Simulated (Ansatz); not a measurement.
HfO2:

```
Hf O
1.0
     4.81353    0.00000    0.00000
     0.00000    4.81353    0.00000
     0.00000    0.00000    3.20542
Hf O
2 4
Direct
  0.50000 0.50000 0.50000
  0.00000 0.00000 0.00000
  0.80504 0.19496 0.50000
  0.69496 0.69496 0.00000
  0.30504 0.30504 0.00000
  0.19496 0.80504 0.50000
```

Measurements of this composition are mostly on another form, of space group No. 14.

Below is the output of Ansatz 0.2.0 for this cell. Logs are shortened: lines on timing, memory, paths and dates and some standing lists are left out, and cuts for length are marked.

```text
Warning: RAYON_NUM_THREADS=2 ignored (pool sized by the plan → 2); use --threads N
Engine: ansatz 0.2.0, aarch64-unknown-linux-gnu
Pseudopotentials: kind: paw
Pseudopotential: Hf, paw, valence charge 26, recommended cutoff 420 eV (normal), Hf.paw.azcp
Pseudopotential: O, paw, valence charge 6, recommended cutoff 420 eV (normal), O.paw.azcp
Functional definition: PBE
  parameter kappa = 0.804
  parameter beta = 0.06672455060314922
  exchange = pbe_x(kappa = kappa, mu = beta*pi^2/3)
  correlation = pbe_c(beta = beta)
Crystal: 6 atoms, lattice volume = 74.270 Å³
Basis set: ecut = 420 eV, 1439 PW (Γ), exchange–correlation on 72×72×48 points (8 copies of the dense FFT grid, shifted against one another)
Bands: 46, of which v1, the nominal top of the filled ones, is band 38 counted from 1 (37 counted from 0)
Symmetry: 16 space group operations
Space group: P42/mnm (ITA 136), of the structure as read, at distance tolerance 4.2e-5 Å
k-points: 50 of 288
Non-local potential: Hf, projectors of the file, l = 0: 3, l = 1: 2, l = 2: 2, l = 3: 3
Non-local potential: O, projectors of the file, l = 0: 2, l = 1: 2, l = 2: 1
PAW form: soft (Blöchl's): semilocal exchange-correlation on the pseudo side does not see the compensation charge
PAW one-centre angular grid: Hf, 590 points (default); XC on 64 Gauss nodes
PAW one-centre angular grid: O, 110 points (default); XC on 64 Gauss nodes
[... 13 lines left out ...]
  greatest PAW one-centre occupation: 0.999 electrons in one spin orbital (limit 2), on the Hf atom at site 0 (counted from 0), in its partial waves of l = 0
SCF converged after 7 iterations
Free energy (F): -33723.133545 eV
Harris-Foulkes:  -33723.133545 eV  (|F-HF|=1.40e-8)
Internal energy: -33723.133545 eV  (E = F + TS)
E sigma→0 (E₀):  -33723.133545 eV
Fermi energy:    14.685330 eV
--- Per-component energies (eV) ---
  E_band       = -102.060945
  E_kinetic    = 1545.978658
  E_local      = -12942.172039  (includes V_loc(G=0)·N_el)
  E_nonlocal   = -2292.810506
  E_hartree    = 5896.488981
  E_xc         = -895.704970
  E_vxc        = -909.553015  (∫ρ·V_xc dr)
  E_paw        = -14488.634531  (= ΣΔE_a)
  E_vpaw       = 2703.508927  (= ΣTr[D̂ρ^β])
  E_aug_tail   = 0.010058  (compensation charges beyond the density's cutoff)
  E_ewald      = -10546.289195
  E_smearing   = -0.000000  (= −TS)
  E_closure    = -0.000000  (closes the sum)
  Σ components = -33723.133545   (vs F -33723.133545, Δ=0.00e0)
--- Forces (eV/Å), atoms counted from 1 ---
  atom   1  Hf     0.00000000     0.00000000     0.00000000
  atom   2  Hf     0.00000000    -0.00000000     0.00000000
  atom   3  O     -0.05657374     0.05657374     0.00000000
  atom   4  O      0.05657374     0.05657374     0.00000000
  atom   5  O     -0.05657374    -0.05657374     0.00000000
  atom   6  O      0.05657374    -0.05657374     0.00000000
  max |Σ_I F_I| component: 6.94e-18 eV/Å
--- Stress (GPa, compression-positive) ---
        8.147520       0.000000       0.000000
        0.000000       8.147520       0.000000
        0.000000       0.000000       9.329522
  P = ⅓ Tr σ = 8.5415 GPa (85.415 kbar)
--- Band table (eV; the first three rows and the last of 50) ---
  k-point 0: bands = ["-47.6234", "-47.6131", "-16.6270", "-16.6270", "-16.3226", "-16.3226", "-16.2011", "-16.1379", "-5.0126", "-4.2280", "-3.0945", "-3.0945", "2.5056", "2.5056", "2.5137", "2.5493", "2.5493", "2.5499", "2.5557", "2.5557", "2.5791", "2.5862", "2.6041", "2.6083", "2.6959", "2.6959", "7.1506", "7.6333", "8.3145", "9.1195", "9.1195", "10.8758", "10.8758", "11.1085", "12.0294", "12.2825", "12.2825", "12.6654", "16.7053", "16.8750", "17.9823", "18.3481", "18.3481", "19.0505", "20.6597"]
  k-point 1: bands = ["-47.6199", "-47.6104", "-16.6000", "-16.6000", "-16.3206", "-16.3206", "-16.2979", "-16.2420", "-4.8251", "-4.0923", "-3.2028", "-3.2028", "2.5104", "2.5104", "2.5193", "2.5502", "2.5516", "2.5516", "2.5564", "2.5564", "2.5762", "2.5820", "2.5982", "2.6017", "2.6812", "2.6812", "7.4113", "7.8300", "8.4777", "9.1065", "9.1065", "10.6584", "11.0576", "11.0576", "11.4798", "12.0876", "12.0876", "12.5622", "17.0255", "17.3565", "17.8673", "18.2983", "18.2983", "19.4258", "20.4394"]
  k-point 2: bands = ["-47.6112", "-47.6039", "-16.5301", "-16.5301", "-16.5221", "-16.4833", "-16.3195", "-16.3195", "-4.3636", "-3.7868", "-3.4597", "-3.4597", "2.5235", "2.5235", "2.5387", "2.5466", "2.5540", "2.5540", "2.5612", "2.5612", "2.5693", "2.5724", "2.5760", "2.6055", "2.6477", "2.6477", "8.0936", "8.3015", "8.9519", "9.1704", "9.1704", "9.7451", "10.4469", "11.3438", "11.3438", "11.6335", "11.6335", "12.1907", "17.6558", "17.7166", "18.2312", "18.3873", "18.3873", "19.8549", "20.4320"]
  k-point 49: bands = ["-47.5968", "-47.5968", "-16.8099", "-16.8099", "-16.3923", "-16.3923", "-16.3629", "-16.3629", "-3.8705", "-3.8705", "-3.4642", "-3.4642", "2.5437", "2.5437", "2.5546", "2.5546", "2.5558", "2.5558", "2.5616", "2.5616", "2.5620", "2.5620", "2.5999", "2.5999", "2.6108", "2.6108", "8.5935", "8.5935", "8.6631", "8.6631", "9.5961", "9.5961", "10.6907", "10.6907", "11.5984", "11.5984", "12.2048", "12.2048", "17.8789", "17.8789", "18.6087", "18.6087", "19.1972", "19.1972", "22.1007"]
```

**Question.** What input gives this log?

**Answer.** Single point with PBE, no spin polarisation. The files as run (others can give the same):

input.yaml
```yaml
crystal:
  lattice:
    - [4.81353299, 0.0, 0.0]
    - [0.0, 4.81353299, 0.0]
    - [0.0, 0.0, 3.20541541]
  atoms:
    - { symbol: Hf, position: [0.5, 0.5, 0.5] }
    - { symbol: Hf, position: [0.0, 0.0, 0.0] }
    - { symbol: O, position: [0.80504488, 0.19495512, 0.5] }
    - { symbol: O, position: [0.69495512, 0.69495512, 0.0] }
    - { symbol: O, position: [0.30504488, 0.30504488, 0.0] }
    - { symbol: O, position: [0.19495512, 0.80504488, 0.5] }
hamiltonian:
  xc: pbe
  pseudopotentials: { kind: paw }
kpoints:
  mp_grid: { grid: [6, 6, 8] }
scf:
  occupations: { method: gaussian, width: 0.015 }
output:
  forces: true
  stress: true
  eigenvalues: true
```

Potentials or basis: Ansatz PAW.
Command:
```sh
$ ansatz run input.yaml --threads 2 --pin off --max-ram 5632MiB --backend cpu --events-out ev --progress --plain --runs-dir out
```

Caveat: the pressure holds a Pulay correction of +0.7 GPa for the finite cutoff; spin-orbit coupling is left out, which moves the levels of the heavy elements.
